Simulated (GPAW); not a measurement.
Runs of GPAW 26.7.0 on W. It takes space group Im-3m (No. 229, cubic). Conventional cell: a = 3.165 Å, b = 3.165 Å, c = 3.165 Å, α = 90.00°, β = 90.00°, γ = 90.00°. W (site symmetry m-3m) is surrounded by 8 W at 2.74 Å. 

```csv
task,level,potentials or basis,U,cell,optimizer,fmax,max steps,convergence,gap on the mesh (eV),pressure (GPa),relaxed volume (Å³/atom)
single point,LDA,"the program's PAW data sets (release 1.2.1) made for this functional, pw",-,as given,-,-,-,-,none,(a),-
relaxation of cell and atoms,PBEsol,"PAW data sets generated in the run's folder for this functional, pw",-,relaxed,BFGS,0.02 eV/Å,60,density=1e-05 forces=0.0001,none,0.0,15.68
single point,LDA+U,"the program's PAW data sets (release 1.2.1) made for this functional, pw",W d U = 2 eV,as given,-,-,-,-,none,-7.0,-
relaxation of cell and atoms,r2SCAN,"GPAW PAW data sets (gpaw-data 1.2.1), pw",-,relaxed,BFGS,0.02 eV/Å,60,density=1e-05 forces=0.0001,none,0.0,(b)
relaxation of cell and atoms,revPBE,"the program's PAW data sets (release 1.2.1) made for this functional, pw",-,relaxed,BFGS,0.02 eV/Å,60,density=1e-05 forces=0.0001,none,-0.1,16.30
```

Alike in all rows: no spin polarisation; k mesh 12 × 12 × 12; cutoff (eV) 600; smearing fermi-dirac 0.05 eV.

Task: Fill in the values left out.

Result: (a) -9.9; (b) 15.99.

Caveats: later steps reuse the first step's grids (some runs); U without spin polarisation on a metal has little footing (some runs); the U is typed as a test and isn't derived for this compound (some runs); the PAW data sets were made with another functional, which shifts forces and pressure a little (some runs).

A k mesh can miss the band edges, and the runs leave out spin-orbit coupling on W.

A gap of «none» marks a metal or a gap under the smearing width.

Runs at the PBE level aren't shown here.
